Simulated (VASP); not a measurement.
# MoS2: binding and level alignment on metals, part 2 of 2

How strongly do Au, Ag, Al, Pd, Ir, Rh, Ru, Re, Os and Zn bind MoS2, and where do they put its Fermi level?

VASP 6.6.1, plane waves and PAW; the level of theory is named at each step.

So far: Set-up; Levels of the free sheet, PBE; Relax the metal slab, PBE; Work function of the metal, PBE.

## Step 5: Relax the contact, PBE

The sheet is set on the slab and relaxes with the two upper layers.

Level: PBE with D3(BJ), no spin polarisation; plane waves and PAW (Ir, Mo_sv, S).

System, named by how it was started: MoS2 on Ir. The cell holds 25 atoms: 16 Ir, 3 Mo and 6 S. Its edges and angles: a = 5.453 Å, b = 5.453 Å, c = 29.467 Å, α = 90.0°, β = 90.0°, γ = 120.0°. It derives from MoS2. MoS2 on 4 layers of Ir, the metal strained to the sheet. Vacuum lies along c.

Contents of INCAR:

```
SYSTEM = Mo3Ir16S6
PREC = Normal
ENCUT = 330
EDIFF = 1E-05
NELM = 120
ISMEAR = 1
SIGMA = 0.1
LREAL = Auto
ALGO = Fast
GGA = PE
IVDW = 12
NBANDS = 128
LASPH = .TRUE.
LORBIT = 11
LWAVE = .FALSE.
LCHARG = .FALSE.
KPAR = 4
IBRION = 2
NSW = 50
ISIF = 2
EDIFFG = -0.03
POTIM = 0.5
MAXMIX = 40
IDIPOL = 3
LDIPOL = .TRUE.
DIPOL = 0.5 0.5 0.476
```

Contents of POSCAR:

```
Mo3Ir16S6
1.0
    4.7221804690      2.7263521650      0.0000000000
   -4.7221804690      2.7263521650      0.0000000000
    0.0000000000      0.0000000000     29.4672323510
Ir Mo S
16 3 6
Selective dynamics
Direct
    0.0000000000      0.0000000000      0.2714880010  F F F
    0.0000000000      0.5000000000      0.2714880010  F F F
    0.5000000000      0.0000000000      0.2714880010  F F F
    0.5000000000      0.5000000000      0.2714880010  F F F
    0.1666666670      0.3333333330      0.3464689270  F F F
    0.1666666670      0.8333333330      0.3464689270  F F F
    0.6666666670      0.3333333330      0.3464689270  F F F
    0.6666666670      0.8333333330      0.3464689270  F F F
    0.3333333330      0.1666666670      0.4205274510  T T T
    0.3333333330      0.6666666670      0.4205274510  T T T
    0.8333333330      0.1666666670      0.4205274510  T T T
    0.8333333330      0.6666666670      0.4205274510  T T T
    0.0000000000      0.0000000000      0.4946471090  T T T
    0.0000000000      0.5000000000      0.4946471090  T T T
    0.5000000000      0.0000000000      0.4946471090  T T T
    0.5000000000      0.5000000000      0.4946471090  T T T
    0.3333333330      0.3333333330      0.6395333190  T T T
    0.6666666670      0.0000000000      0.6395333190  T T T
    0.0000000000      0.6666666670      0.6395333190  T T T
    0.3333333330      0.0000000000      0.5862743090  T T T
    0.6666666670      0.6666666670      0.5862743090  T T T
    0.0000000000      0.3333333330      0.5862743090  T T T
    0.3333333330      0.0000000000      0.6927923290  T T T
    0.6666666670      0.6666666670      0.6927923290  T T T
    0.0000000000      0.3333333330      0.6927923290  T T T
```

Contents of KPOINTS:

```
Automatic mesh
0
Gamma
6 6 1
0 0 0
```

The projector-augmented-wave data sets are Ir, Mo_sv and S (PBE family, release 64).

Started as:

```
> mpirun -np 4 vasp_std
```

Output:

```text
[banner, memory and clock lines left out]
running    4 mpi-ranks, on    1 nodes
[...]
LDA part: xc-table for (Slater+PW92), standard interpolation
 POSCAR, INCAR and KPOINTS ok, starting setup
[...]
entering main loop
       N       E                     dE             d eps       ncg     rms          rms(c)
DAV:   1     0.186974440807E+04    0.18697E+04   -0.82669E+04  2208   0.109E+03
DAV:   2    -0.128588400945E+02   -0.18826E+04   -0.17964E+04  2176   0.427E+02
DAV:   3    -0.200771135968E+03   -0.18791E+03   -0.17663E+03  2952   0.115E+02
DAV:   4    -0.212626703986E+03   -0.11856E+02   -0.11477E+02  2744   0.259E+01
[...]
RMM:  41    -0.200197019729E+03    0.37544E-04   -0.20886E-04  2146   0.218E-02    0.322E-02
RMM:  42    -0.200197032917E+03   -0.13187E-04   -0.94433E-05  1739   0.157E-02    0.259E-02
RMM:  43    -0.200197034213E+03   -0.12961E-05   -0.28174E-05  1362   0.123E-02
   1 F= -.21343325E+03 E0= -.21342979E+03  d E =-.213433E+03
[... from here on, the cycles between the ionic steps are left out ...]
   2 F= -.21349565E+03 E0= -.21349282E+03  d E =-.623993E-01
   5 F= -.21355902E+03 E0= -.21355791E+03  d E =-.457137E-01
   9 F= -.21364601E+03 E0= -.21364578E+03  d E =-.353611E-01
  13 F= -.21373311E+03 E0= -.21373199E+03  d E =-.765666E-01
  17 F= -.21380423E+03 E0= -.21380365E+03  d E =-.711216E-01
  21 F= -.21386808E+03 E0= -.21386716E+03  d E =-.638526E-01
  25 F= -.21389578E+03 E0= -.21389433E+03  d E =-.276938E-01
  29 F= -.21391247E+03 E0= -.21391075E+03  d E =-.242012E-02
  33 F= -.21391835E+03 E0= -.21391678E+03  d E =-.578328E-02
  37 F= -.21392426E+03 E0= -.21392263E+03  d E =-.116298E-02
  41 F= -.21392496E+03 E0= -.21392335E+03  d E =-.186227E-02
  45 F= -.21392571E+03 E0= -.21392412E+03  d E =-.738188E-03
  48 F= -.21392594E+03 E0= -.21392436E+03  d E =-.961972E-03
  49 F= -.21392618E+03 E0= -.21392455E+03  d E =-.243988E-03
 trial-energy change:   -0.000244  1 .order   -0.000186   -0.000277   -0.000094
 step:   0.8677(harm=  1.1327)  dis= 0.00046  next Energy=  -213.926187 (dE=-0.252E-03)
 reached required accuracy - stopping structural energy minimisation
```

It took 34 min on 4 MPI ranks of Intel Xeon 6975P-C (Granite Rapids), shared host; peak memory 2 GiB.

From OUTCAR (step 5):

```text
 Edisp (eV)  -13.58047

 Edisp (eV)  -13.58123

  Total     -13.12702   -13.12702    -4.57961    -0.00000     0.00000    -0.00000
  in kB     -27.71934   -27.71934    -9.67041    -0.00000     0.00000    -0.00000
  external pressure =      -21.70 kB  Pullay stress =        0.00 kB

 POSITION                                       TOTAL-FORCE (eV/Angst)
 -----------------------------------------------------------------------------------
      0.00000      0.00000      8.00000        -0.000000     -0.000000      0.199859
     -2.36109      1.36318      8.00000         0.021623     -0.035353      0.214336
      2.36109      1.36318      8.00000        -0.041428     -0.001049      0.214336
      0.00000      2.72635      8.00000         0.019805      0.036402      0.214336
     -0.78703      1.36318     10.20948        -0.048015     -0.008460     -0.185771
     -3.14812      2.72635     10.20948         0.016681      0.045812     -0.185771
      1.57406      2.72635     10.20948        -0.000000     -0.000000     -0.200922
     -0.78703      4.08953     10.20948         0.031334     -0.037352     -0.185771
      0.76582      1.38106     12.40155        -0.003426     -0.015860     -0.007825
     -1.57406      2.72635     12.40212        -0.000000     -0.000000     -0.012166
      3.14324      2.69905     12.40155         0.015448      0.004963     -0.007825
      0.81312      4.09895     12.40155        -0.012022      0.010897     -0.007825
      0.00000      0.00000     14.54145        -0.000000     -0.000000     -0.007741
      2.42403      4.04826     14.62091        -0.003044      0.004693     -0.015737
[...]
-----------------------------------------------------------------------------------
    total drift:                               -0.000003      0.000103     -0.081287

  FREE ENERGIE OF THE ION-ELECTRON SYSTEM (eV)
  ---------------------------------------------------
  free  energy   TOTEN  =      -213.9261792538 eV

  energy  without entropy=     -213.9212999834  energy(sigma->0) =     -213.92455283

[... 2 parts as in an earlier step ...]

[... 2 further parts left out ...]
[key lines of the parts left out:]
E-fermi :   2.2170
```

Numbers from this step:

| Quantity | Value |
| --- | --- |
| energy(sigma→0) of the program | -213.9246 eV |
| ionic steps | 49 |

## Step 6: Levels of the contact, PBE

The shift of the core potential in the sheet carries its free levels over.

Level: PBE with D3(BJ), no spin polarisation; plane waves and PAW (Ir, Mo_sv, S).

Contents of INCAR:

```
SYSTEM = Mo3Ir16S6
PREC = Normal
ENCUT = 330
EDIFF = 1E-06
NELM = 120
ISMEAR = 1
SIGMA = 0.1
LREAL = .FALSE.
ALGO = Fast
GGA = PE
IVDW = 12
NBANDS = 128
LASPH = .TRUE.
LORBIT = 11
LWAVE = .FALSE.
LCHARG = .TRUE.
KPAR = 4
IDIPOL = 3
LDIPOL = .TRUE.
DIPOL = 0.5 0.5 0.471
LVHAR = .TRUE.
LVACPOTAV = .TRUE.
NEDOS = 1500
```

Contents of POSCAR:

```
Mo3Ir16S6
1.0
    4.7221804690      2.7263521650      0.0000000000
   -4.7221804690      2.7263521650      0.0000000000
    0.0000000000      0.0000000000     29.4672323510
Ir Mo S
16 3 6
Selective dynamics
Direct
    0.0000000000      0.0000000000      0.2714880010  F F F
    0.0000000000      0.5000000000      0.2714880010  F F F
    0.5000000000      0.0000000000      0.2714880010  F F F
    0.5000000000      0.5000000000      0.2714880010  F F F
    0.1666666670      0.3333333330      0.3464689270  F F F
    0.1666666670      0.8333333330      0.3464689270  F F F
    0.6666666670      0.3333333330      0.3464689270  F F F
    0.6666666670      0.8333333330      0.3464689270  F F F
    0.3343675111      0.1721915034      0.4208589090  T T T
    0.3333333330      0.6666666670      0.4208784483  T T T
    0.8278084966      0.1621760087      0.4208589090  T T T
    0.8378239913      0.6656324889      0.4208589090  T T T
    0.0000000000      0.0000000000      0.4934787593  T T T
    0.9990961326      0.4857680143      0.4961752259  T T T
    0.4866718816      0.0009038674      0.4961752259  T T T
    0.5142319857      0.5133281184      0.4961752259  T T T
    0.3321678330      0.3322175638      0.6274287237  T T T
    0.6677824362      0.9999502692      0.6274287237  T T T
    0.0000497308      0.6678321670      0.6274287237  T T T
    0.3409863530      0.0001839083      0.5733252418  T T T
    0.6591975552      0.6590136470      0.5733252418  T T T
    0.9998160917      0.3408024448      0.5733252418  T T T
    0.3345996185      0.9997782394      0.6805999401  T T T
    0.6651786208      0.6654003815      0.6805999401  T T T
    0.0002217606      0.3348213792      0.6805999401  T T T
```

Contents of KPOINTS:

```
Automatic mesh
0
Gamma
9 9 1
0 0 0
```

Started as:

```
> mpirun -np 4 vasp_std
```

Output:

```text
[banner, memory and clock lines left out]
running    4 mpi-ranks, on    1 nodes
[...]
|                                                                             |
|               ----> ADVICE to this user running VASP <----                  |
|                                                                             |
|     You have a (more or less) 'large supercell' and for larger cells it     |
|     might be more efficient to use real-space projection operators.         |
|     Therefore, try LREAL= Auto in the INCAR file.                           |
|     Mind: For very accurate calculation, you might also keep the            |
|     reciprocal projection scheme (i.e. LREAL=.FALSE.).                      |
|                                                                             |

 LDA part: xc-table for (Slater+PW92), standard interpolation
 POSCAR, INCAR and KPOINTS ok, starting setup
[...]
entering main loop
       N       E                     dE             d eps       ncg     rms          rms(c)
DAV:   1     0.186183180545E+04    0.18618E+04   -0.82935E+04  4176   0.109E+03
DAV:   2    -0.150252208667E+02   -0.18769E+04   -0.17925E+04  4056   0.425E+02
DAV:   3    -0.200587877142E+03   -0.18556E+03   -0.17459E+03  5520   0.114E+02
DAV:   4    -0.212447350728E+03   -0.11859E+02   -0.11443E+02  5136   0.262E+01
[...]
RMM:  50    -0.200276924498E+03   -0.13186E-05   -0.30588E-06  2927   0.328E-03    0.912E-03
RMM:  51    -0.200276922976E+03    0.15220E-05   -0.85234E-07  2533   0.253E-03    0.748E-03
RMM:  52    -0.200276922874E+03    0.10138E-06   -0.49406E-07  2385   0.150E-03
 [... a notice as in an earlier step ...]

   1 F= -.21385815E+03 E0= -.21385605E+03  d E =-.629825E-02
```

Wall time 13 min (4 MPI ranks); peak memory 2.7 GiB; 52 min of CPU time.

From OUTCAR (step 6):

```text
 Edisp (eV)  -13.58123

  Total     -13.35390   -13.35390    -4.07222    -0.00000     0.00000     0.00000
  in kB     -28.19843   -28.19843    -8.59899    -0.00000     0.00000     0.00000
  external pressure =      -21.67 kB  Pullay stress =        0.00 kB

 POSITION                                       TOTAL-FORCE (eV/Angst)
 -----------------------------------------------------------------------------------
      0.00000      0.00000      8.00000         0.000000     -0.000000      0.234964
     -2.36109      1.36318      8.00000         0.036330     -0.031298      0.241305
      2.36109      1.36318      8.00000        -0.045270     -0.015814      0.241305
      0.00000      2.72635      8.00000         0.008940      0.047112      0.241305
     -0.78703      1.36318     10.20948        -0.067710     -0.031906     -0.162177
     -3.14812      2.72635     10.20948         0.006224      0.074592     -0.162177
      1.57406      2.72635     10.20948         0.000000     -0.000000     -0.189047
     -0.78703      4.08953     10.20948         0.061486     -0.042686     -0.162177
      0.76582      1.38106     12.40155        -0.056754      0.039832     -0.123734
     -1.57406      2.72635     12.40212         0.000000     -0.000000     -0.061583
      3.14324      2.69905     12.40155        -0.006118     -0.069067     -0.123734
      0.81312      4.09895     12.40155         0.062873      0.029235     -0.123734
      0.00000      0.00000     14.54145         0.000000     -0.000000      0.002176
      2.42403      4.04826     14.62091         0.005188      0.049176      0.049929
[...]
-----------------------------------------------------------------------------------
    total drift:                               -0.000002      0.000101      0.003797

  FREE ENERGIE OF THE ION-ELECTRON SYSTEM (eV)
  ---------------------------------------------------
  free  energy   TOTEN  =      -213.8581525821 eV

  energy  without entropy=     -213.8518543299  energy(sigma->0) =     -213.85605316

[... 1 part as in an earlier step ...]

[... 2 further parts left out ...]
[key lines of the parts left out:]
E-fermi :   2.2186
```

Numbers from this step:

| Quantity | Value |
| --- | --- |
| energy(sigma→0) of the program | -213.8561 eV |
| work function, upper and lower side | 4.86, 5.49 eV |

VASP warns that it found no field-free region by its own threshold; the planar potential, read 60 % of the way from the top atom to the cell's edge, stands at 4.86 eV above the Fermi level.

## Step 7: Free sheet on the mesh of the contact, PBE

The binding energy needs the sheet at the mesh and smearing of the contact.

Level: PBE with D3(BJ), no spin polarisation; plane waves and PAW (Mo_sv, S).

System, named by how it was started: 2H-MoS2 monolayer. The cell holds 9 atoms: 3 Mo and 6 S. Its edges and angles: a = 5.453 Å, b = 5.453 Å, c = 22.000 Å, α = 90.0°, β = 90.0°, γ = 120.0°. It derives from MoS2 (2H-MoS2 monolayer). Vacuum lies along c.

Contents of INCAR:

```
SYSTEM = MoS2
PREC = Normal
ENCUT = 330
EDIFF = 1E-05
NELM = 120
ISMEAR = 1
SIGMA = 0.1
LREAL = .FALSE.
ALGO = Fast
GGA = PE
IVDW = 12
NBANDS = 48
LASPH = .TRUE.
LMAXMIX = 4
LORBIT = 11
LWAVE = .FALSE.
LCHARG = .FALSE.
KPAR = 4
IDIPOL = 3
LDIPOL = .TRUE.
DIPOL = 0.5 0.5 0.5
```

Contents of POSCAR:

```
MoS2
1.0
    4.7221804693      2.7263521652      0.0000000000
   -4.7221804694      2.7263521652      0.0000000000
    0.0000000000      0.0000000000     22.0000000000
Mo S
3 6
Direct
    0.3333333333      0.3333333334      0.5000000000
    0.6666666667      0.0000000000      0.5000000000
    0.0000000000      0.6666666667      0.5000000000
    0.3333333333      0.0000000000      0.4286638357
    0.6666666667      0.6666666666      0.4286638357
    0.0000000000      0.3333333333      0.4286638357
    0.3333333333      0.0000000000      0.5713361643
    0.6666666667      0.6666666666      0.5713361643
    0.0000000000      0.3333333333      0.5713361643
```

Contents of KPOINTS:

```
Automatic mesh
0
Gamma
6 6 1
0 0 0
```

The projector-augmented-wave data sets are Mo_sv and S (PBE family, release 64).

Started as:

```
> mpirun -np 4 vasp_std
```

Output:

```text
[banner, memory and clock lines left out]
running    4 mpi-ranks, on    1 nodes
[...]
LDA part: xc-table for (Slater+PW92), standard interpolation
 POSCAR, INCAR and KPOINTS ok, starting setup
[...]
entering main loop
       N       E                     dE             d eps       ncg     rms          rms(c)
DAV:   1     0.526857056133E+03    0.52686E+03   -0.32977E+04   896   0.912E+02
DAV:   2    -0.195065148883E+02   -0.54636E+03   -0.53480E+03   936   0.258E+02
DAV:   3    -0.685259444809E+02   -0.49019E+02   -0.48445E+02   808   0.741E+01
DAV:   4    -0.698782064541E+02   -0.13523E+01   -0.13435E+01   856   0.124E+01
[...]
RMM:  18    -0.654962920068E+02   -0.33395E-04   -0.62785E-06   518   0.938E-03    0.473E-03
RMM:  19    -0.654963603236E+02   -0.68317E-04   -0.80766E-06   518   0.889E-03    0.460E-03
RMM:  20    -0.654963630772E+02   -0.27537E-05   -0.15484E-06   380   0.439E-03
   1 F= -.68380564E+02 E0= -.68380727E+02  d E =0.488088E-03
```

Elapsed: 27 s, on 4 MPI ranks; peak memory 1.1 GiB.

From OUTCAR (step 7):

```text
 Edisp (eV)   -2.88420

  Total      -0.04238    -0.04238    -0.58990     0.00000     0.00000    -0.00000
  in kB      -0.11986    -0.11986    -1.66845     0.00000     0.00000    -0.00000
  external pressure =       -0.64 kB  Pullay stress =        0.00 kB

 POSITION                                       TOTAL-FORCE (eV/Angst)
 -----------------------------------------------------------------------------------
     -0.00000      1.81757     11.00000        -0.000000     -0.000000     -0.000000
      3.14812      1.81757     11.00000         0.000000     -0.000000     -0.000000
     -3.14812      1.81757     11.00000         0.000000      0.000000     -0.000000
      1.57406      0.90878      9.43060        -0.000000     -0.000000      0.002576
      0.00000      3.63514      9.43060        -0.000000     -0.000000      0.002576
     -1.57406      0.90878      9.43060        -0.000000      0.000000      0.002576
      1.57406      0.90878     12.56940         0.000000      0.000000     -0.002576
      0.00000      3.63514     12.56940        -0.000000      0.000000     -0.002576
     -1.57406      0.90878     12.56940         0.000000      0.000000     -0.002576
 -----------------------------------------------------------------------------------
    total drift:                                0.000000     -0.000119     -0.000002

  FREE ENERGIE OF THE ION-ELECTRON SYSTEM (eV)
  ---------------------------------------------------
  free  energy   TOTEN  =       -68.3805643677 eV

  energy  without entropy=      -68.3810524553  energy(sigma->0) =      -68.38072706

[... 1 part as in an earlier step ...]

[... 2 further parts left out ...]
[key lines of the parts left out:]
E-fermi :  -2.1964
```

This run gave:

- energy(sigma→0) of the program: -68.3807 eV

## Step 8: The whole series

LASPH is off in runs at PBE and on in runs at PBE; a level named twice has it in cells with d or f elements alone.

The other members went through these steps as far as the tables show, with one cutoff, energies on the coarser mesh and levels on the finer; 45 runs are not shown. The session took 26 core hours (wall time by ranks) on a shared machine.

The sheet's edges are those of the free sheet, carried over by the core potential of Mo. Gap of the free sheet: 1.80 eV. Metals are cut along their close-packed face. Distance: mean height of the sheet's lower layer over the top metal layer; binding: contact less relaxed slab and free sheet, by cell area. Atoms of the sheet's lower layer that start on top of a surface metal atom: Au 0 of 3, Ag 0 of 3, Al 0 of 3, Pd 0 of 3, Ir 0 of 3, Rh 0 of 3, Ru 0 of 3, Re 0 of 3, Os 0 of 3, Zn 0 of 3.

```tsv
metal	strain against the database cell (%)	distance (Å)	binding energy (meV/Å²)	work function of the metal (eV)	work function with the sheet (eV)	Fermi level above the sheet's valence top or Dirac point (eV)	sheet's conduction bottom or Dirac point above the Fermi level (eV)
Au	-5.52	2.86	-50.47	5.46	4.96	0.94	0.87
Ag	-5.78	2.69	-59.24	4.79	4.61	1.28	0.52
Al	-4.80	2.69	-43.85	4.03	4.55	1.35	0.45
Pd	-0.88	2.23	-105.23	5.31	4.98	0.87	0.93
Ir	0.39	2.29	-96.71	5.47	4.86	1.01	0.80
Rh	1.50	2.19	-118.45	5.11	4.89	?	?
Ru	1.04	2.24	-121.57	5.03	4.74	1.11	0.70
Re	-1.23	2.39	-113.67	5.06	4.64	1.21	0.59
Os	-0.61	2.33	-102.34	5.40	4.80	1.07	0.74
Zn	2.60	2.86	-38.13	4.28	4.61	1.29	0.52
```

## Step 9: Against the metal's work function

Fitting a straight line to the 9 known rows (W: work function of the strained metal in eV) gives Fermi level above the valence top or Dirac point = − 0.2778 W + 2.507 in eV; the residuals are 0.080 eV r.m.s.

At W = 5.110 this predicts 1.088 eV.

## Step 10: Prediction against calculation

The calculation gives 0.960 eV, so the prediction is 0.128 eV too high, within twice the residual of the fit.

## Step 11: Outcome

| Item | Value |
| --- | --- |
| fall of the level per eV of work function | 0.28 |
| error for Rh | 0.128 eV |
| strongest binding | Ru, -122 meV/Å² at 2.24 Å |
| weakest binding | Zn, -38 meV/Å² at 2.86 Å |

A slope of 1 is the Schottky-Mott limit and 0 full pinning; the fit gives 0.28. A second line-up, by the vacuum level above the sheet, differs from the one by core potentials by up to 0.03 eV, and meshes were not tested, so closer ranks of barriers, and of binding within a few meV/Å², are ties. The lowest electron barrier is at Al (0.45 eV). Barriers rest on a semilocal gap, which is too small for a free sheet. Spin-orbit coupling, which splits and raises the valence top of this sheet, is left out. On Pd, Ir, Rh, Ru, Re and Os the sheet sits closer than 2.55 Å; there its bands mix with the metal's, and levels carried over from the free sheet are a guide only. LASPH was not set alike in all relaxations (it was off for Al and Zn), an untested inconsistency in the differences. The distances that sort contacts in this text are picked. One registry and four metal layers were run for each, strained as the table shows; another registry can bind at another distance.

[Lines on the potential files, build, host, timing and source positions are cut from VASP's logs without a mark.]

[Logs are printed without paths, hosts, clocks, repeated set-up lines and the standing remarks that a program may print on its own settings, such as how far it seeks lower states.]

[Hosts, paths, dates, database ids (printed as entryN), source tags and the programs' standing remarks are cut or masked in the printed files.]
